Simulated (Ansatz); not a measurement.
The reference is ZnTe in the zinc blende structure (space group F-43m, No. 216; a = 6.179 Å). Axes: x, y, z lie along the cube axes.

Structures relaxed with PBE (Ansatz, a program for electronic structure; PAW; 420 eV plane waves; no SOC), earlier PAW set.

Base:

Simulated powder pattern, Cu Kα1, λ = 1.54056 Å (kinematic, ideal powder, no thermal factors, no anomalous dispersion; the 14 strongest lines at most, above 2 %, up to 2θ = 90°):

```
2θ (°)  I/Imax (%)    hkl
------  ----------  -----
24.94          100  (111)
28.87          6.7  (200)
41.29           72  (220)
48.84           47  (311)
59.82           12  (400)
65.83           19  (331)
67.76          2.5  (420)
75.28           24  (422)
80.74           14  (511)
89.69          7.7  (440)
```

The change: uniaxial strain ε_zz = +4.85 %, all other strain components held at zero, atoms relaxed at fixed cell.

How do the reflections move or split?


Simulated powder pattern, Cu Kα1, λ = 1.54056 Å (kinematic, ideal powder, no thermal factors, no anomalous dispersion; the 14 strongest lines at most, above 2 %, up to 2θ = 90°):

| 2θ (°) | d (Å) | I/Imax (%) | hkl |
|---|---|---|---|
| 24.55 | 3.623 | 100 | (111) |
| 28.87 | 3.090 | 4.3 | (200) |
| 40.31 | 2.236 | 50 | (220) |
| 41.29 | 2.185 | 23 | (202) |
| 46.89 | 1.936 | 17 | (131) |
| 48.63 | 1.871 | 31 | (311) |
| 56.79 | 1.620 | 4.5 | (040) |
| 59.82 | 1.545 | 7.6 | (400) |
| 64.23 | 1.449 | 13 | (331) |
| 65.65 | 1.421 | 6.1 | (313) |
| 72.60 | 1.301 | 8.4 | (242) |
| 74.61 | 1.271 | 15 | (422) |
| 80.58 | 1.191 | 6.8 | (511) |
| 87.11 | 1.118 | 5.2 | (440) |

The indices refer to the base's conventional cell; one index is shown for lines that coincide. The space group is now I-4m2 (No. 119).

Stability against distortions was not tested.
